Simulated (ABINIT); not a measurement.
Crystal: MgO2.

```xyz
3
Lattice="1.6048 0.9265 3.4940 -1.6048 0.9265 3.4940 0.0000 -1.8530 3.4940" Properties=species:S:1:pos:R:3 pbc="T T T"
Mg    0.0000    0.0000    0.0000
O     0.0000    0.0000    5.9874
O     0.0000    0.0000    4.4945
```

The cell comes from a database or a generator and needn't be the stable form of this composition.

```yaml
Program: ABINIT 10.8.3 (patched build)
Task: relaxation of cell and atoms
Functional: LDA
Potentials_or_basis: PseudoDojo NC SR LDA v0.4.1 standard
Cutoff: 1143 eV
k_mesh: 8 × 8 × 8
Occupations: fermi-dirac, width 0.05 eV
Spin: no spin polarisation
```

At the start: pressure -10.0 GPa; volume 10.39 Å³/atom.

Task: Where does the relaxation end?

Result: Over 9 steps the energy falls by 25.8 meV/atom and the volume is 9.61 Å³/atom (-7.5 %); space group R-3m (No. 166, to 0.05 Å).

Step by step:
| step | energy change (eV) | largest force (eV/Å) | pressure (GPa) | volume (Å³) |
| --- | --- | --- | --- | --- |
| 1 | 0.0000 | 0.4245 | -9.97 | 31.17 |
| 2 | -0.0497 | 0.0324 | -5.85 | 30.23 |
| 3 | -0.0739 | 0.2325 | -0.23 | 29.02 |
| 4 | -0.0764 | 0.0342 | 0.10 | 28.88 |
| 5 | -0.0769 | 0.0725 | 0.05 | 28.84 |
| 6 | -0.0771 | 0.0760 | 0.02 | 28.83 |
| 7 | -0.0773 | 0.0336 | -0.01 | 28.83 |
| 8 | -0.0773 | 0.0073 | -0.01 | 28.83 |
| 9 | -0.0773 | 0.0000 | 0.00 | 28.83 |

Final structure:
```cif
data_structure
_symmetry_space_group_name_H-M 'P 1'
_symmetry_Int_Tables_number 1
_cell_length_a 3.8692
_cell_length_b 3.8692
_cell_length_c 3.8692
_cell_angle_alpha 47.517
_cell_angle_beta 47.517
_cell_angle_gamma 47.517
_cell_volume 28.83
loop_
_atom_site_label
_atom_site_type_symbol
_atom_site_fract_x
_atom_site_fract_y
_atom_site_fract_z
_atom_site_occupancy
Mg1 Mg 0.00000 0.00000 0.00000 1
O1 O 0.57070 0.57070 0.57070 1
O2 O 0.42930 0.42930 0.42930 1
```
